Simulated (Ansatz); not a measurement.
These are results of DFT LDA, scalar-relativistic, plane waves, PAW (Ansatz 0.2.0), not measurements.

Structure of Si:

```
CELL_PARAMETERS angstrom
6.85861 -1.90840 0.00196
6.85861 1.90840 0.00196
-0.73908 0.00000 6.24714
ATOMIC_POSITIONS crystal
Si 0.05526 0.05526 0.87329
Si 0.94474 0.94474 0.12671
Si 0.55899 0.55899 0.65324
Si 0.44101 0.44101 0.34676
Si 0.21250 0.21250 0.05713
Si 0.78750 0.78750 0.94287
Si 0.72705 0.72705 0.58568
Si 0.27295 0.27295 0.41432
```

Plane waves to 420 eV, a k mesh through Γ of 10×10×6 on the computed 8-atom cell and Gaussian smearing (0.01 eV); no spin polarisation.

Levels along Γ–C | C2–Y2–Γ–M2–D | D2–A–Γ | L2–Γ–V2, in eV from a zero inside the gap, sorted by energy at each point. Points in fractions of the primitive reciprocal vectors: Γ (0.000 0.000 0.000), C (-0.270 0.270 0.000), C2 (-0.730 -0.270 0.000), Y2 (-0.500 -0.500 0.000), M2 (-0.500 -0.500 0.500), D (-0.735 -0.265 0.500), D2 (-0.265 0.265 0.500), A (0.000 0.000 0.500), L2 (-0.500 0.000 0.500), V2 (-0.500 0.000 0.000).
```csv
point,"k (1/Å, with 2π)",band 13,band 14,band 15,band 16,band 17,band 18,band 19
Γ,0.000,-0.96,-0.84,-0.44,-0.06,0.35,1.33,1.54
-,0.127,-1.24,-0.95,-0.87,-0.17,0.84,1.59,1.74
-,0.254,-1.73,-1.48,-1.26,-0.43,1.72,1.85,1.93
-,0.380,-2.59,-2.04,-1.63,-0.78,1.75,1.96,2.69
-,0.507,-3.14,-2.67,-2.00,-1.21,1.73,2.25,2.32
-,0.634,-3.16,-3.14,-2.22,-1.63,1.68,1.70,1.88
-,0.761,-3.42,-2.94,-2.44,-1.81,1.16,1.35,1.59
C,0.888,-3.04,-2.78,-2.74,-1.75,0.85,1.02,1.36
C2,0.888,-3.04,-2.78,-2.74,-1.75,0.85,1.02,1.36
-,0.996,-2.79,-2.70,-2.63,-1.71,0.78,0.98,1.17
-,1.104,-2.53,-2.52,-2.27,-1.69,0.93,1.06,1.17
-,1.213,-2.38,-2.35,-1.72,-1.63,1.13,1.27,1.54
-,1.321,-2.27,-2.21,-1.52,-1.18,1.28,1.39,1.85
-,1.429,-2.12,-1.92,-1.37,-0.74,1.14,1.42,1.81
-,1.538,-1.74,-1.49,-1.08,-0.51,0.54,1.05,2.14
Y2,1.646,-1.52,-1.23,-0.86,-0.49,0.17,1.02,2.02
-,1.712,-1.60,-1.17,-0.84,-0.49,0.18,1.07,2.03
-,1.778,-1.76,-1.08,-0.79,-0.47,0.21,1.18,1.84
-,1.844,-1.81,-1.02,-0.70,-0.43,0.27,1.31,1.66
-,1.910,-1.48,-0.99,-0.60,-0.36,0.32,1.42,1.52
-,1.976,-1.17,-0.97,-0.52,-0.26,0.36,1.36,1.56
-,2.042,-0.96,-0.93,-0.46,-0.14,0.37,1.32,1.57
Γ,2.107,-0.96,-0.84,-0.44,-0.06,0.35,1.33,1.54
-,2.199,-1.02,-1.01,-0.46,-0.24,0.37,1.29,1.55
-,2.291,-1.32,-1.19,-0.65,-0.50,0.37,1.30,1.46
-,2.382,-1.64,-1.38,-1.15,-0.56,0.32,1.21,1.54
-,2.474,-1.97,-1.63,-1.50,-0.63,0.23,1.09,1.76
-,2.566,-2.17,-1.96,-1.44,-0.72,0.12,1.07,1.66
-,2.657,-2.18,-1.78,-1.31,-0.81,0.07,1.12,1.30
M2,2.749,-2.23,-1.63,-1.24,-0.87,0.06,1.11,1.17
-,2.859,-2.17,-1.70,-1.56,-1.06,0.35,1.35,1.49
-,2.970,-2.25,-2.08,-2.01,-1.38,0.85,1.62,2.18
-,3.081,-2.58,-2.42,-2.16,-1.66,1.11,1.60,2.26
-,3.192,-2.71,-2.63,-2.16,-1.93,1.24,1.49,2.04
-,3.302,-2.89,-2.64,-2.08,-2.08,1.40,1.50,1.65
-,3.413,-2.82,-2.51,-2.06,-2.00,1.28,1.54,1.71
D,3.524,-2.54,-2.27,-1.99,-1.94,1.16,1.29,1.45
D2,3.524,-2.54,-2.27,-1.99,-1.94,1.16,1.29,1.45
-,3.648,-2.35,-2.15,-1.92,-1.69,0.86,1.13,1.34
-,3.773,-2.39,-2.13,-1.66,-1.34,0.74,0.99,1.78
-,3.897,-2.34,-2.00,-1.48,-1.04,0.99,1.14,2.03
-,4.021,-2.25,-1.97,-1.38,-0.89,1.42,1.56,2.20
-,4.146,-2.12,-1.81,-1.36,-0.88,1.52,2.07,2.29
-,4.270,-1.80,-1.45,-1.34,-0.95,1.15,1.36,1.94
A,4.395,-1.54,-1.42,-1.15,-1.04,0.74,1.13,1.64
-,4.467,-1.60,-1.52,-1.10,-0.94,0.70,1.20,1.64
-,4.539,-1.93,-1.46,-0.99,-0.79,0.63,1.33,1.68
-,4.610,-1.84,-1.35,-0.85,-0.66,0.55,1.38,1.82
-,4.682,-1.47,-1.22,-0.70,-0.53,0.48,1.36,1.76
-,4.754,-1.14,-1.09,-0.57,-0.36,0.41,1.34,1.65
-,4.826,-0.99,-0.92,-0.48,-0.17,0.37,1.33,1.57
Γ,4.898,-0.96,-0.84,-0.44,-0.06,0.35,1.33,1.54
L2,4.898,-2.31,-2.07,-1.86,-1.56,0.83,1.22,1.39
-,5.037,-2.39,-2.23,-1.82,-1.58,0.81,1.19,1.41
-,5.177,-2.45,-2.23,-1.73,-1.52,0.76,1.32,1.52
-,5.317,-2.49,-2.07,-1.61,-1.26,1.10,1.45,1.90
-,5.457,-2.73,-1.75,-1.41,-0.91,1.44,1.78,2.24
-,5.596,-1.86,-1.43,-1.12,-0.55,1.50,1.83,2.08
-,5.736,-1.24,-1.04,-0.79,-0.23,0.79,1.58,1.69
Γ,5.876,-0.96,-0.84,-0.44,-0.06,0.35,1.33,1.54
-,5.998,-1.25,-0.96,-0.82,-0.17,0.78,1.56,1.69
-,6.120,-1.69,-1.37,-1.24,-0.45,1.43,1.76,2.20
-,6.242,-2.51,-1.86,-1.57,-0.83,1.23,2.46,2.72
-,6.364,-2.91,-2.41,-1.91,-1.28,1.10,2.12,2.63
-,6.486,-2.90,-2.80,-2.10,-1.76,1.01,1.53,2.15
-,6.608,-3.04,-2.88,-2.18,-2.06,0.77,1.34,1.80
V2,6.731,-3.07,-2.94,-2.34,-2.02,0.61,1.35,1.68
```

This form isn't the element's structure at ambient conditions.

Cost: 1 run of about 4.8 core-minutes, on Oxide Virtual Turin-like Processor (Zen 5) (shared hosts).